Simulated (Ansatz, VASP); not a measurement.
# Si7Ge: VASP beside Ansatz

Wanted: the spread between two codes on one cell, functional and k mesh. The cell is generated by rule, not measured, and may not be a known phase. The cell is taken from a series of runs on this material, whose earlier steps may have relaxed, scaled, displaced or heated it; both programs get it as it stands.

Main program and level: Ansatz 0.2.0; plane waves, with VASP 6.6.1 beside it; relaxation of cell and atoms at PBEsol.

The structure was built from a prototype and need not be the compound's stable phase.

### 1. Starting point

It takes space group P-43m (No. 215, cubic). The conventional cell has a = 5.459 Å, b = 5.459 Å, c = 5.459 Å, α = 90.00°, β = 90.00°, γ = 90.00°. Si has 4 Si at 2.36 Å nearest. Nearest to Si lie 3 Si at 2.36 Å and 1 Ge at 2.36 Å. Nearest to Ge lie 4 Si at 2.36 Å. Farther neighbours are not listed.

Coordinates:

```xyz
8
Lattice="5.4588 0.0000 0.0000 0.0000 5.4588 0.0000 0.0000 0.0000 5.4588" Properties=species:S:1:pos:R:3 pbc="T T T"
Si    2.7294    2.7294    0.0000
Si    2.7294    0.0000    2.7294
Si    0.0000    2.7294    2.7294
Si    1.3647    1.3647    1.3647
Si    4.0941    4.0941    1.3647
Si    4.0941    1.3647    4.0941
Si    1.3647    4.0941    4.0941
Ge    0.0000    0.0000    0.0000
```

### 2. VASP: relaxation of cell and atoms, PBEsol, pair 1

The relaxed volume is the usual yardstick between codes: in a stiff, nearly cubic crystal its relative difference is about their pressure difference at one cell divided by the bulk modulus.

Lines of VASP's logs that name or quote its potential files are left out, and so is its time.

INCAR reads:

```
SYSTEM = Si7Ge
PREC = Accurate
ENCUT = 500
EDIFF = 1E-07
NELM = 120
ISMEAR = 0
SIGMA = 0.02
LREAL = .FALSE.
ALGO = Normal
GGA = PS
NBANDS = 29
LORBIT = 11
LWAVE = .FALSE.
LCHARG = .FALSE.
ISIF = 3
ISYM = 2
IBRION = 2
NSW = 80
EDIFFG = -0.005
LASPH = .TRUE.
GGA_COMPAT = .FALSE.
NELMIN = 4
EFERMI = MIDGAP
KPAR = 2
```

POSCAR reads:

```
Si7Ge
1.0
    5.4587500000      0.0000000000      0.0000000000
    0.0000000000      5.4587500000      0.0000000000
    0.0000000000      0.0000000000      5.4587500000
Si Ge
7 1
Direct
    0.5000000000      0.5000000000      0.0000000000
    0.5000000000      0.0000000000      0.5000000000
    0.0000000000      0.5000000000      0.5000000000
    0.2500000916      0.2500000916      0.2500000916
    0.7499999084      0.7499999084      0.2500000916
    0.7499999084      0.2500000916      0.7499999084
    0.2500000916      0.7499999084      0.7499999084
    0.0000000000      0.0000000000      0.0000000000
```

KPOINTS reads:

```
Points of the shifted mesh
216
Reciprocal
 0.0833333333  0.0833333333  0.0833333333 1
 0.0833333333  0.0833333333  0.2500000000 1
 0.0833333333  0.0833333333  0.4166666667 1
 0.0833333333  0.0833333333  0.5833333333 1
 0.0833333333  0.0833333333  0.7500000000 1
 0.0833333333  0.0833333333  0.9166666667 1
 0.0833333333  0.2500000000  0.0833333333 1
 0.0833333333  0.2500000000  0.2500000000 1
 0.0833333333  0.2500000000  0.4166666667 1
 0.0833333333  0.2500000000  0.5833333333 1
 0.0833333333  0.2500000000  0.7500000000 1
 0.0833333333  0.2500000000  0.9166666667 1
 0.0833333333  0.4166666667  0.0833333333 1
 0.0833333333  0.4166666667  0.2500000000 1
 0.0833333333  0.4166666667  0.4166666667 1
 0.0833333333  0.4166666667  0.5833333333 1
 0.0833333333  0.4166666667  0.7500000000 1
 0.0833333333  0.4166666667  0.9166666667 1
 0.0833333333  0.5833333333  0.0833333333 1
 0.0833333333  0.5833333333  0.2500000000 1
 0.0833333333  0.5833333333  0.4166666667 1
 0.0833333333  0.5833333333  0.5833333333 1
 0.0833333333  0.5833333333  0.7500000000 1
 0.0833333333  0.5833333333  0.9166666667 1
 0.0833333333  0.7500000000  0.0833333333 1
 0.0833333333  0.7500000000  0.2500000000 1
 0.0833333333  0.7500000000  0.4166666667 1
 0.0833333333  0.7500000000  0.5833333333 1
 0.0833333333  0.7500000000  0.7500000000 1
 0.0833333333  0.7500000000  0.9166666667 1
 0.0833333333  0.9166666667  0.0833333333 1
 0.0833333333  0.9166666667  0.2500000000 1
 0.0833333333  0.9166666667  0.4166666667 1
 0.0833333333  0.9166666667  0.5833333333 1
 0.0833333333  0.9166666667  0.7500000000 1
 0.0833333333  0.9166666667  0.9166666667 1
 0.2500000000  0.0833333333  0.0833333333 1
 0.2500000000  0.0833333333  0.2500000000 1
 0.2500000000  0.0833333333  0.4166666667 1
 0.2500000000  0.0833333333  0.5833333333 1
 0.2500000000  0.0833333333  0.7500000000 1
 0.2500000000  0.0833333333  0.9166666667 1
 0.2500000000  0.2500000000  0.0833333333 1
 0.2500000000  0.2500000000  0.2500000000 1
 0.2500000000  0.2500000000  0.4166666667 1
 0.2500000000  0.2500000000  0.5833333333 1
 0.2500000000  0.2500000000  0.7500000000 1
 0.2500000000  0.2500000000  0.9166666667 1
 0.2500000000  0.4166666667  0.0833333333 1
 0.2500000000  0.4166666667  0.2500000000 1
 0.2500000000  0.4166666667  0.4166666667 1
 0.2500000000  0.4166666667  0.5833333333 1
 0.2500000000  0.4166666667  0.7500000000 1
 0.2500000000  0.4166666667  0.9166666667 1
 0.2500000000  0.5833333333  0.0833333333 1
 0.2500000000  0.5833333333  0.2500000000 1
 0.2500000000  0.5833333333  0.4166666667 1
 0.2500000000  0.5833333333  0.5833333333 1
 0.2500000000  0.5833333333  0.7500000000 1
 0.2500000000  0.5833333333  0.9166666667 1
 0.2500000000  0.7500000000  0.0833333333 1
 0.2500000000  0.7500000000  0.2500000000 1
 0.2500000000  0.7500000000  0.4166666667 1
 0.2500000000  0.7500000000  0.5833333333 1
 0.2500000000  0.7500000000  0.7500000000 1
 0.2500000000  0.7500000000  0.9166666667 1
 0.2500000000  0.9166666667  0.0833333333 1
 0.2500000000  0.9166666667  0.2500000000 1
 0.2500000000  0.9166666667  0.4166666667 1
 0.2500000000  0.9166666667  0.5833333333 1
 0.2500000000  0.9166666667  0.7500000000 1
 0.2500000000  0.9166666667  0.9166666667 1
 0.4166666667  0.0833333333  0.0833333333 1
 0.4166666667  0.0833333333  0.2500000000 1
 0.4166666667  0.0833333333  0.4166666667 1
 0.4166666667  0.0833333333  0.5833333333 1
 0.4166666667  0.0833333333  0.7500000000 1
 0.4166666667  0.0833333333  0.9166666667 1
 0.4166666667  0.2500000000  0.0833333333 1
 0.4166666667  0.2500000000  0.2500000000 1
 0.4166666667  0.2500000000  0.4166666667 1
 0.4166666667  0.2500000000  0.5833333333 1
 0.4166666667  0.2500000000  0.7500000000 1
 0.4166666667  0.2500000000  0.9166666667 1
 0.4166666667  0.4166666667  0.0833333333 1
 0.4166666667  0.4166666667  0.2500000000 1
 0.4166666667  0.4166666667  0.4166666667 1
 0.4166666667  0.4166666667  0.5833333333 1
 0.4166666667  0.4166666667  0.7500000000 1
 0.4166666667  0.4166666667  0.9166666667 1
 0.4166666667  0.5833333333  0.0833333333 1
 0.4166666667  0.5833333333  0.2500000000 1
 0.4166666667  0.5833333333  0.4166666667 1
 0.4166666667  0.5833333333  0.5833333333 1
 0.4166666667  0.5833333333  0.7500000000 1
 0.4166666667  0.5833333333  0.9166666667 1
 0.4166666667  0.7500000000  0.0833333333 1
 0.4166666667  0.7500000000  0.2500000000 1
 0.4166666667  0.7500000000  0.4166666667 1
 0.4166666667  0.7500000000  0.5833333333 1
 0.4166666667  0.7500000000  0.7500000000 1
 0.4166666667  0.7500000000  0.9166666667 1
 0.4166666667  0.9166666667  0.0833333333 1
 0.4166666667  0.9166666667  0.2500000000 1
 0.4166666667  0.9166666667  0.4166666667 1
 0.4166666667  0.9166666667  0.5833333333 1
 0.4166666667  0.9166666667  0.7500000000 1
 0.4166666667  0.9166666667  0.9166666667 1
 0.5833333333  0.0833333333  0.0833333333 1
 0.5833333333  0.0833333333  0.2500000000 1
 0.5833333333  0.0833333333  0.4166666667 1
 0.5833333333  0.0833333333  0.5833333333 1
 0.5833333333  0.0833333333  0.7500000000 1
 0.5833333333  0.0833333333  0.9166666667 1
 0.5833333333  0.2500000000  0.0833333333 1
 0.5833333333  0.2500000000  0.2500000000 1
 0.5833333333  0.2500000000  0.4166666667 1
 0.5833333333  0.2500000000  0.5833333333 1
 0.5833333333  0.2500000000  0.7500000000 1
 0.5833333333  0.2500000000  0.9166666667 1
 0.5833333333  0.4166666667  0.0833333333 1
 0.5833333333  0.4166666667  0.2500000000 1
 0.5833333333  0.4166666667  0.4166666667 1
 0.5833333333  0.4166666667  0.5833333333 1
 0.5833333333  0.4166666667  0.7500000000 1
 0.5833333333  0.4166666667  0.9166666667 1
 0.5833333333  0.5833333333  0.0833333333 1
 0.5833333333  0.5833333333  0.2500000000 1
 0.5833333333  0.5833333333  0.4166666667 1
 0.5833333333  0.5833333333  0.5833333333 1
 0.5833333333  0.5833333333  0.7500000000 1
 0.5833333333  0.5833333333  0.9166666667 1
 0.5833333333  0.7500000000  0.0833333333 1
 0.5833333333  0.7500000000  0.2500000000 1
 0.5833333333  0.7500000000  0.4166666667 1
 0.5833333333  0.7500000000  0.5833333333 1
 0.5833333333  0.7500000000  0.7500000000 1
 0.5833333333  0.7500000000  0.9166666667 1
 0.5833333333  0.9166666667  0.0833333333 1
 0.5833333333  0.9166666667  0.2500000000 1
 0.5833333333  0.9166666667  0.4166666667 1
 0.5833333333  0.9166666667  0.5833333333 1
 0.5833333333  0.9166666667  0.7500000000 1
 0.5833333333  0.9166666667  0.9166666667 1
 0.7500000000  0.0833333333  0.0833333333 1
 0.7500000000  0.0833333333  0.2500000000 1
 0.7500000000  0.0833333333  0.4166666667 1
 0.7500000000  0.0833333333  0.5833333333 1
 0.7500000000  0.0833333333  0.7500000000 1
 0.7500000000  0.0833333333  0.9166666667 1
 0.7500000000  0.2500000000  0.0833333333 1
 0.7500000000  0.2500000000  0.2500000000 1
 0.7500000000  0.2500000000  0.4166666667 1
 0.7500000000  0.2500000000  0.5833333333 1
 0.7500000000  0.2500000000  0.7500000000 1
 0.7500000000  0.2500000000  0.9166666667 1
 0.7500000000  0.4166666667  0.0833333333 1
 0.7500000000  0.4166666667  0.2500000000 1
 0.7500000000  0.4166666667  0.4166666667 1
 0.7500000000  0.4166666667  0.5833333333 1
 0.7500000000  0.4166666667  0.7500000000 1
 0.7500000000  0.4166666667  0.9166666667 1
 0.7500000000  0.5833333333  0.0833333333 1
 0.7500000000  0.5833333333  0.2500000000 1
 0.7500000000  0.5833333333  0.4166666667 1
 0.7500000000  0.5833333333  0.5833333333 1
 0.7500000000  0.5833333333  0.7500000000 1
 0.7500000000  0.5833333333  0.9166666667 1
 0.7500000000  0.7500000000  0.0833333333 1
 0.7500000000  0.7500000000  0.2500000000 1
 0.7500000000  0.7500000000  0.4166666667 1
 0.7500000000  0.7500000000  0.5833333333 1
 0.7500000000  0.7500000000  0.7500000000 1
 0.7500000000  0.7500000000  0.9166666667 1
 0.7500000000  0.9166666667  0.0833333333 1
 0.7500000000  0.9166666667  0.2500000000 1
 0.7500000000  0.9166666667  0.4166666667 1
 0.7500000000  0.9166666667  0.5833333333 1
 0.7500000000  0.9166666667  0.7500000000 1
 0.7500000000  0.9166666667  0.9166666667 1
 0.9166666667  0.0833333333  0.0833333333 1
 0.9166666667  0.0833333333  0.2500000000 1
 0.9166666667  0.0833333333  0.4166666667 1
 0.9166666667  0.0833333333  0.5833333333 1
 0.9166666667  0.0833333333  0.7500000000 1
 0.9166666667  0.0833333333  0.9166666667 1
 0.9166666667  0.2500000000  0.0833333333 1
 0.9166666667  0.2500000000  0.2500000000 1
 0.9166666667  0.2500000000  0.4166666667 1
 0.9166666667  0.2500000000  0.5833333333 1
 0.9166666667  0.2500000000  0.7500000000 1
 0.9166666667  0.2500000000  0.9166666667 1
 0.9166666667  0.4166666667  0.0833333333 1
 0.9166666667  0.4166666667  0.2500000000 1
 0.9166666667  0.4166666667  0.4166666667 1
 0.9166666667  0.4166666667  0.5833333333 1
 0.9166666667  0.4166666667  0.7500000000 1
 0.9166666667  0.4166666667  0.9166666667 1
 0.9166666667  0.5833333333  0.0833333333 1
 0.9166666667  0.5833333333  0.2500000000 1
 0.9166666667  0.5833333333  0.4166666667 1
 0.9166666667  0.5833333333  0.5833333333 1
 0.9166666667  0.5833333333  0.7500000000 1
 0.9166666667  0.5833333333  0.9166666667 1
 0.9166666667  0.7500000000  0.0833333333 1
 0.9166666667  0.7500000000  0.2500000000 1
 0.9166666667  0.7500000000  0.4166666667 1
 0.9166666667  0.7500000000  0.5833333333 1
 0.9166666667  0.7500000000  0.7500000000 1
 0.9166666667  0.7500000000  0.9166666667 1
 0.9166666667  0.9166666667  0.0833333333 1
 0.9166666667  0.9166666667  0.2500000000 1
 0.9166666667  0.9166666667  0.4166666667 1
 0.9166666667  0.9166666667  0.5833333333 1
 0.9166666667  0.9166666667  0.7500000000 1
 0.9166666667  0.9166666667  0.9166666667 1
```

Potentials, in the order of the species: Si and Ge_d (PBE family, release 64).

Launch:

```bash
$ mpirun -np 2 vasp_std
```

Numbers of over 12 decimals in the logs are rounded to 6 here.

What it wrote:

```text
[banner, memory and clock lines left out]
running    2 mpi-ranks, on    1 nodes
 distrk:  each k-point on    1 cores,    2 groups
 distr:  one band on    1 cores,    1 groups

 POSCAR found type information on POSCAR SiGe
 POSCAR found :  2 types and       8 ions
|                                                                             |
|               ----> ADVICE to this user running VASP <----                  |
|                                                                             |
|     You enforced a specific xc type in the INCAR file but a different       |
|     [... a line on the potential file left out ...]
|     I HOPE YOU KNOW WHAT YOU ARE DOING!                                     |
|                                                                             |

 LDA part: xc-table for (Slater+PW92), standard interpolation
 POSCAR, INCAR and KPOINTS ok, starting setup
 FFT: planning ... GRIDC
 FFT: planning ... GRID_SOFT
 FFT: planning ... GRID
 WAVECAR not read
 entering main loop
       N       E                     dE             d eps       ncg     rms          rms(c)
DAV:   1     0.224076514027E+03    0.22408E+03   -0.17280E+04 15749   0.178E+03
DAV:   2    -0.126445995683E+02   -0.23672E+03   -0.22522E+03 13799   0.473E+02
DAV:   3    -0.445460138344E+02   -0.31901E+02   -0.31230E+02 15032   0.106E+02
DAV:   4    -0.459278698337E+02   -0.13819E+01   -0.13776E+01 16656   0.245E+01
DAV:   5    -0.459606065954E+02   -0.32737E-01   -0.32727E-01 16693   0.385E+00    0.951E+00
DAV:   6    -0.453753146638E+02    0.58529E+00   -0.28553E-01 14906   0.254E+00    0.567E+00
DAV:   7    -0.451064059237E+02    0.26891E+00   -0.53780E-01 14680   0.316E+00    0.345E-01
DAV:   8    -0.451090876135E+02   -0.26817E-02   -0.36536E-02 16043   0.156E+00    0.148E-01
DAV:   9    -0.451094397318E+02   -0.35212E-03   -0.18162E-03 16744   0.346E-01    0.111E-01
DAV:  10    -0.451095414356E+02   -0.10170E-03   -0.24305E-04 14808   0.768E-02    0.433E-02
DAV:  11    -0.451095607895E+02   -0.19354E-04   -0.42590E-05 15754   0.409E-02    0.375E-03
DAV:  12    -0.451095613001E+02   -0.51059E-06   -0.19386E-06 16325   0.909E-03    0.278E-03
DAV:  13    -0.451095613120E+02   -0.11868E-07   -0.22157E-07 12967   0.293E-03
   1 F= -.45109561E+02 E0= -.45109561E+02  d E =-.451096E+02
[...]
2 F= -.45128172E+02 E0= -.45128172E+02  d E =-.186111E-01
[...]
3 F= -.45128796E+02 E0= -.45128796E+02  d E =-.192346E-01
[...]
4 F= -.45128832E+02 E0= -.45128832E+02  d E =-.361543E-04
 trial-energy change:   -0.000036  1 .order   -0.000032   -0.000262    0.000199
 step:   0.6089(harm=  0.5936)  dis= 0.00010  next Energy=   -45.128873 (dE=-0.773E-04)
 bond charge predicted
       N       E                     dE             d eps       ncg     rms          rms(c)
DAV:   1    -0.451290222094E+02   -0.19011E-03   -0.24301E-03 17984   0.569E-01    0.706E-02
DAV:   2    -0.451289140212E+02    0.10819E-03   -0.17038E-04 17579   0.171E-01    0.371E-02
DAV:   3    -0.451288762553E+02    0.37766E-04   -0.81697E-05 16467   0.986E-02    0.981E-03
DAV:   4    -0.451288739988E+02    0.22565E-05   -0.37770E-06 17926   0.225E-02    0.713E-03
DAV:   5    -0.451288725800E+02    0.14188E-05   -0.73709E-07 12760   0.908E-03    0.236E-03
DAV:   6    -0.451288723330E+02    0.24694E-06   -0.88684E-08  8326   0.338E-03    0.505E-04
DAV:   7    -0.451288722900E+02    0.42985E-07   -0.10689E-08  7479   0.826E-04
   5 F= -.45128872E+02 E0= -.45128872E+02  d E =-.763842E-04
 curvature:  -0.30 expect dE=-0.154E-06 dE for cont linesearch -0.152E-06
 trial: gam= 0.00000 g(F)=  0.428E-07 g(S)=  0.474E-06 ort =-0.113E-04 (trialstep = 0.957E+00)
 search vector abs. value=  0.516E-06
 reached required accuracy - stopping structural energy minimisation
```

(Continued in part 2 of 3.)

[Lines on the potential files, build, host, timing and source positions are cut from VASP's logs without a mark.]

[Logs are printed without paths, hosts, clocks, repeated set-up lines and the standing remarks that a program may print on its own settings, such as how far it seeks lower states.]

[Hosts, paths, dates, database ids (printed as entryN), source tags and the programs' standing remarks are cut or masked in the printed files.]
